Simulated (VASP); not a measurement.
The system is MnO.

```
CELL_PARAMETERS angstrom
0.00000 2.22200 2.22200
2.22200 0.00000 2.22200
2.22200 2.22200 0.00000
ATOMIC_POSITIONS crystal
Mn 0.00000 0.00000 0.00000
O 0.50000 0.50000 0.50000
```

Program: VASP 6.6.1. Alike in all runs: cell as given; cutoff (eV) 520.

**Question.** Order these runs on this cell by their pressure, lowest first.
A. level LDA+U; potentials or basis VASP PAW LDA potentials, release 64 (Mn_pv, O); spin collinear, random start; U Mn d U = 7 eV; k mesh 7 × 7 × 7; smearing gaussian 0.05 eV; further INCAR settings ALGO = Normal; EDIFF = 1e-07; mesh quality not flagged
B. level r2SCAN+U; potentials or basis VASP PAW PBE potentials, release 64 (Mn_pv, O); spin collinear, zero start; U Mn d U = 5 eV; k mesh 7 × 7 × 7; smearing gaussian 0.05 eV; further INCAR settings ALGO = Normal; EDIFF = 1e-06; mesh quality not flagged
C. level r2SCAN+U; potentials or basis VASP PAW PBE potentials, release 64 (Mn_pv, O); spin collinear, zero start; U Mn d U = 6 eV; k mesh 7 × 7 × 7; smearing gaussian 0.05 eV; further INCAR settings ALGO = Normal; EDIFF = 1e-06; mesh quality not flagged
D. level HSE03; potentials or basis VASP PAW PBE potentials, release 64 (Mn_pv, O); spin collinear, ferromagnetic start; k mesh 5 × 5 × 5; smearing fermi-dirac 0.05 eV; further INCAR settings ALGO = Normal; EDIFF = 1e-06; grid for exact exchange (PRECFOCK) Fast; mesh quality coarse

**Answer.** B (-28.6 GPa), C (-27.0 GPa), A (-3.2 GPa), D (2.0 GPa).

Caveats: some runs use coarse meshes; a cell with one magnetic atom can't hold antiferromagnetic order, which such compounds often take; the PAW data sets were made with another functional, which shifts forces and pressure a little (some runs); a pressure of tens of GPa on the cell as given is suspect, and the run, the potentials or the cell itself is likely at fault (some runs).

Not every run made on this cell is shown here.
